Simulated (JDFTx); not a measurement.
# GaSb under changes of volume

One of the cells (28.625 Å³/atom); the others are scaled copies at fixed shape and fractional positions:

```
CELL_PARAMETERS angstrom
0.00000 3.05900 3.05900
3.05900 0.00000 3.05900
3.05900 3.05900 0.00000
ATOMIC_POSITIONS crystal
Sb 0.75000 0.75000 0.75000
Ga 0.00000 0.00000 0.00000
```

| Item | Value |
| --- | --- |
| Program | JDFTx 1.7.0 (patched build) |
| Functional | PBEsol |
| Potentials or basis | PseudoDojo-SR-PBEsol-0.4.1-standard with smoothed tails |
| Cutoff | 1088 eV |
| Density cutoff | 8708 eV |
| k mesh | 8 × 8 × 8 |
| Occupations | fermi-dirac, width 0.05 eV |
| Spin | no spin polarisation |

```csv
volume (Å³/atom),energy over the lowest point (meV/atom),pressure (GPa),gap on the mesh (eV)
26.907,?,?,?
27.480,7.07,2.1,0.27
28.052,1.53,0.9,0.12
28.625,0.00,-0.2,none
29.197,2.03,-1.1,none
29.770,7.33,-2.0,none
30.342,15.55,-2.7,none
```

Q: What does the run at 26.907 Å³/atom give?

A: Energy over the lowest point 17.21 meV/atom; pressure 3.5 GPa; gap on the mesh 0.42 eV.

Worked out: A Birch-Murnaghan fit of order 3 (a polynomial in V^(-2/3)) to the other rows has its minimum at 28.58 Å³/atom with B0 = V·E''(V) = 51 GPa and B' = 4.1. It gives 17.03 meV/atom at 26.907 Å³/atom, against the run's 17.21, and -dE/dV = 3.4 GPa, against 3.5.

Energies are extrapolated to zero smearing.

Caveats: spin-orbit coupling is left out, which moves the levels of the heavy elements (some runs).

A mesh can miss the band edges.

A gap of «none» marks a metal or a gap under the smearing width.
